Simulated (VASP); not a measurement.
**MoS2 in VASP: one cell, several levels of theory**

The task here is to estimate one member of a computed series from the others.

Code: VASP 6.6.1. PAW datasets, plane waves. The calculation is spin-unpolarised, and the structure need not be a phase that has been made.

**The system as given**

The cell comes from an earlier relaxation with r2SCAN+rVV10 in another program.

It is trigonal, P-3m1 (No. 164); conventional cell a = 3.220 Å, c = 5.945 Å, 17.80 Å³ an atom. Mo has 6 S at 2.42 Å; S has 3 Mo at 2.42 Å.

As a file:

```xyz
3
Lattice="3.2202 0.0000 0.0000 -1.6101 2.7888 0.0000 0.0000 0.0000 5.9450" Properties=species:S:1:pos:R:3 pbc="T T T"
Mo    0.0000    0.0000    0.0000
S     0.0000    1.8592    1.5459
S     1.6101    0.9296    4.3991
```

Set-up of the first run:

Contents of INCAR:

```
ENCUT = 520.000000
SIGMA = 0.020000
EDIFF = 1.00e-07
GGA = PE
PREC = Accurate
IBRION = -1
ISIF = 2
ISMEAR = -1
NBANDS = 20
NELM = 120
NSW = 0
LASPH = .TRUE.
LCHARG = .FALSE.
LWAVE = .FALSE.
LREAL = .FALSE.
```

Contents of KPOINTS:

```
KPOINTS created by Atomic Simulation Environment
0
Gamma
12 12 4
0 0 0
```

Contents of KPOINTS_OPT:

```
special points
7
Reciprocal
0.0000000000 0.0000000000 0.0000000000 1
0.5000000000 0.0000000000 0.0000000000 1
0.3333333333 0.3333333333 0.0000000000 1
0.0000000000 0.0000000000 0.5000000000 1
0.5000000000 0.0000000000 0.5000000000 1
0.3333333333 0.3333333333 0.5000000000 1
0.3333333333 0.3333333333 0.2000000000 1
```

Contents of POSCAR:

```
Mo S
 1.0000000000000000
     3.2202374464190364   -0.0000000000000000    0.0000000000000000
    -1.6101187232095182    2.7888074348168157   -0.0000000000000000
     0.0000000000000000   -0.0000000000000000    5.9450267968125630
 Mo  S
   1   2
Cartesian
 -0.0000000000000000  0.0000000000000000 -0.0000000000000000
 -0.0000000000000000  1.8592049565445441  1.5458917519004469
  1.6101187232095178  0.9296024782722720  4.3991350449121187
```

Potentials: the recommended PBE PAW datasets, 26 valence electrons in the neutral cell.

The run is started by

```sh
> mpirun -np 1 vasp_std
```

Steps of the session up to this table: PBE at this geometry; r2SCAN; LDA; Single point with PBEsol.

One of the session's tables, all rows but one given; the rest of the session is left out.

```
 level  gap (eV)  largest force (eV/Å)  Ansatz: gap (eV)  Ansatz: force (eV/Å)
   PBE     -1.11                 0.178             -1.10                 0.187
r2SCAN         ?                     ?                 ?                     ?
   LDA     -1.05                 0.159             -1.04                 0.179
PBEsol     -1.07                 0.015             -1.06                 0.019
```

Q: Estimate the row for r2SCAN from the others.

The run gave: gap (eV): -1.27; largest force (eV/Å): 0.052; Ansatz: gap (eV): -1.26; Ansatz: force (eV/Å): 0.056. In the column «gap (eV)» it is the lowest.

A negative gap is an overlap of bands.

In words: No gap over 0.02 eV opens at any of these levels. Forces up to 0.18 eV/Å (PBE) show atoms off their equilibrium places at that level; the least is 0.015 eV/Å (PBEsol). Each program uses its own PAW datasets and cutoff. LDA means the Perdew–Zunger form in VASP and the Perdew–Wang form in Ansatz.
